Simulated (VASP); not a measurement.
Pt, 1 atom in the cell. The cell holds a sheet with vacuum, 1 atom: a = 2.523 Å, b = 2.523 Å, c = 23.800 Å, α = 90.00°, β = 90.00°, γ = 90.00°. The cell was built by a generator and needn't be a form met in nature.

```yaml
Program: VASP 6.6.1
Task: relaxation of the atoms
Functional: BLYP
Dispersion: D3(BJ)
Potentials_or_basis: VASP PAW PBE potentials, release 64 (Pt)
Cutoff: 520 eV
k_mesh: 10 × 10 × 1
Occupations: fermi-dirac, width 0.05 eV
Spin: no spin polarisation
Dipole_correction: yes
Atoms_held_fixed_from_0: "[0]"
Further_INCAR_settings: ALGO = Fast; EDIFF = 1e-07; IBRION = 2; EDIFFG = -0.02; NSW = 40
```

Potentials or basis: VASP PAW PBE potentials, release 64 (Pt).

Run with:

```sh
$ cat potpaw_PBE.64/Pt/POTCAR > POTCAR
$ mpirun -np 1 vasp_std > vasp.out
```

Hardware: 1 thread of Intel(R) Xeon(R) Platinum 8375C CPU @ 2.90GHz (Ice Lake), on a shared host.

Question: How long does it take, and how much memory?

Answer: Wall time 110 s on 1 thread of Intel(R) Xeon(R) Platinum 8375C CPU @ 2.90GHz (Ice Lake) (shared host), peak memory 0.26 GiB. Counts: scf iterations 30, k points 21, ion steps 1.
